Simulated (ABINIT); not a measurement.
TiO, 2 atoms in the cell. Symmetry: F-43m, No. 216, cubic system. The conventional cell has a = 4.540 Å, b = 4.540 Å, c = 4.540 Å, α = 90.00°, β = 90.00°, γ = 90.00°. Around Ti (site symmetry -43m) lie 4 O at 1.97 Å. Around O (site symmetry -43m) lie 4 Ti at 1.97 Å. The cell comes from a database or a generator and needn't be the stable form of this composition. The cell isn't the ideal one: cell relaxed.

| Item | Value |
| --- | --- |
| Program | ABINIT 10.8.3 (patched build) |
| Task | single point |
| Functional | LDA |
| Potentials or basis | JTH PAW LDA v2.0 |
| Cutoff | 626 eV |
| k mesh | 7 × 7 × 7 |
| Occupations | fermi-dirac, width 0.05 eV |
| Spin | no spin polarisation |
| Fine-grid cutoff | 1224.51 eV |

Potentials or basis: JTH PAW LDA v2.0.

Command:

```bash
$ abinit run.abi > log 2>&1
```

Hardware: 1 thread of Intel(R) Xeon(R) 6975P-C (Granite Rapids) (shared host).

**Question.** Estimate the wall time of this run.

**Answer.** Wall time 6.1 s on 1 thread of Intel(R) Xeon(R) 6975P-C (Granite Rapids), on a shared host, peak memory 0.09 GiB. Counts: scf iterations 13, mpi ranks 1, k points 20, bands 13, plane waves 845.
